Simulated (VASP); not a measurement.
# MgS: single point with PBE

Crystal: MgS.

```
CELL_PARAMETERS angstrom
0.00000 2.73173 2.53661
2.73173 0.00000 2.53661
2.73173 2.73173 0.00000
ATOMIC_POSITIONS crystal
Mg 0.00000 0.00000 0.00000
S 0.50000 0.50000 0.50000
```

The cell isn't the ideal one: strain +0.050 along x and y, -0.025 along z, atoms carried along.

```json
{
  "Program": "VASP 6.6.1",
  "Task": "single point",
  "Functional": "PBE",
  "Potentials or basis": "VASP PAW PBE potentials, release 64 (Mg, S)",
  "Cutoff": "520 eV",
  "k mesh": "8 × 8 × 8",
  "Occupations": "gaussian, width 0.05 eV",
  "Spin": "no spin polarisation",
  "Dipole correction": "no",
  "Further INCAR settings": "ALGO = Normal; EDIFF = 1e-06; NBANDS = 11"
}
```

```yaml
Pressure: -3.3 GPa
Band_gap_on_the_k_mesh: 2.36 eV, indirect (least direct gap 3.06 eV)
```

Stress tensor (GPa, compression positive):
```
-5.21  0.00  0.00
 0.00 -5.21  0.00
 0.00  0.00  0.61
```

Levels at points of the mesh, in eV from the valence-band top:
| k point | band 2 | band 3 | band 4 | band 5 | band 6 | band 7 |
| --- | --- | --- | --- | --- | --- | --- |
| (0.00, 0.00, 0.00) | -0.36 | 0.00 | 0.00 | 3.06 | 7.67 | 7.67 |
| (0.50, 0.00, 0.00) | -4.58 | -0.71 | -0.56 | 4.28 | 6.35 | 7.20 |
| (0.50, 0.50, 0.00) | -3.89 | -1.83 | -1.83 | 2.36 | 4.33 | 11.70 |
| (0.50, 0.00, 0.50) | -3.96 | -1.84 | -1.23 | 2.66 | 4.60 | 10.92 |

Wall time 17 s on 1 thread of AMD EPYC 7R13 Processor (Zen 3) (shared host), peak memory 0.14 GiB.

A k mesh can miss the band edges.
